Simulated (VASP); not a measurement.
# Tb: single point with PBEsol

The system is Tb.

```
Tb
1.0
     3.60100    0.00000    0.00000
    -1.80050    3.11856    0.00000
     0.00000    0.00000    5.69360
Tb
2
Direct
  0.66667 0.33333 0.75000
  0.33333 0.66667 0.25000
```

* Program: VASP 6.6.1
* Task: single point
* Functional: PBEsol
* Potentials or basis: VASP PAW PBE potentials, release 64 (Tb)
* Cutoff: 520 eV
* k mesh: 7 × 7 × 4
* Occupations: gaussian, width 0.025 eV
* Spin: collinear spin, typed start
* Starting moments: [6.0, 6.0] μB

* Pressure: -2.5 GPa
* Band gap on the k mesh: none (metal or under the smearing width)
* Net moment: 11.62 μB per cell
* Site moments: Tb +5.69 μB
* Valence electrons inside the program's atomic spheres: Tb 16.29

Stress tensor (GPa, compression positive):
```
-2.59  0.00  0.00
 0.00 -2.59  0.00
 0.00  0.00 -2.40
```

Levels at points of the mesh, in eV from the Fermi level:
Spin up:
```csv
k point,band 21,band 22,band 23,band 24,band 25,band 26,band 27,band 28
"(0.00, 0.00, 0.00)",-3.94,-3.75,-3.65,-2.10,1.38,1.77,1.77,2.08
"(0.00, 0.00, 0.50)",-3.71,-3.71,-3.36,-3.36,1.01,1.01,1.67,1.67
```
Spin down:
| k point | band 10 | band 11 | band 12 | band 13 | band 14 | band 15 | band 16 | band 17 |
| --- | --- | --- | --- | --- | --- | --- | --- | --- |
| (0.00, 0.00, 0.00) | -1.84 | -0.18 | -0.15 | -0.10 | -0.02 | 0.14 | 0.14 | 0.19 |
| (0.00, 0.00, 0.50) | -3.05 | -0.25 | -0.25 | -0.06 | -0.06 | 0.16 | 0.16 | 0.16 |

Wall time 5.8 min on 1 thread of Intel(R) Xeon(R) Platinum 8488C (Sapphire Rapids), on a shared host, peak memory 0.26 GiB.

Caveat: the magnetic or orbital state may not be the lowest; the PAW data sets were made with another functional, which shifts forces and pressure a little; spin-orbit coupling is left out, which moves the levels of the heavy elements. The state reached can hang on the start; a lower one may exist.
